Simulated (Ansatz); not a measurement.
SiO$_{2}$ (P6_222), two-dimensional strain map

All numbers below come from DFT PBE, scalar-relativistic, plane waves, PAW in Ansatz. The runs took a 420 eV cutoff, a Γ-centred 6×6×4 mesh and Gaussian smearing (0.05 eV). No spin polarisation. Energies are free energies at this smearing, counted from the undisturbed cell; pressure is positive in compression.

Reference structure (relaxed at this level; this form isn't the usual structure):

```
CELL_PARAMETERS angstrom
5.10490 0.00000 0.00000
-2.55245 4.42097 0.00000
0.00000 0.00000 5.58469
ATOMIC_POSITIONS crystal
Si 0.50000 0.00000 0.00000
Si 0.50000 0.50000 0.33333
Si 0.00000 0.50000 0.66667
O 0.41593 0.20796 0.16667
O 0.20796 0.41593 0.50000
O 0.79204 0.20796 0.83333
O 0.58407 0.79204 0.16667
O 0.79204 0.58407 0.50000
O 0.20796 0.79204 0.83333
```

The cell is strained by p along both x and y and by q along z, fractional coordinates fixed. Points are written (p, q).

p was sampled at -0.080, -0.040, 0.000, 0.040, 0.080 and q at -0.080, -0.040, 0.000, 0.040, 0.080.

Where on the computed points is the energy highest, and how high?

At (-0.080, -0.080): 561.5 meV/atom.

Away from (0, 0), which computed point is lowest?

(0.000, 0.040): 15.0 meV/atom.

The map, in meV/atom:

```csv
p \ q,-0.080,-0.040,0.000,0.040,0.080
-0.080,561.5,376.2,241.2,153.3,109.1
-0.040,232.5,123.9,56.0,26.2,31.9
0.000,65.0,16.0,0.0,15.0,59.0
0.040,27.6,24.2,47.7,96.5,168.7
0.080,93.3,124.1,176.9,250.3,342.8
```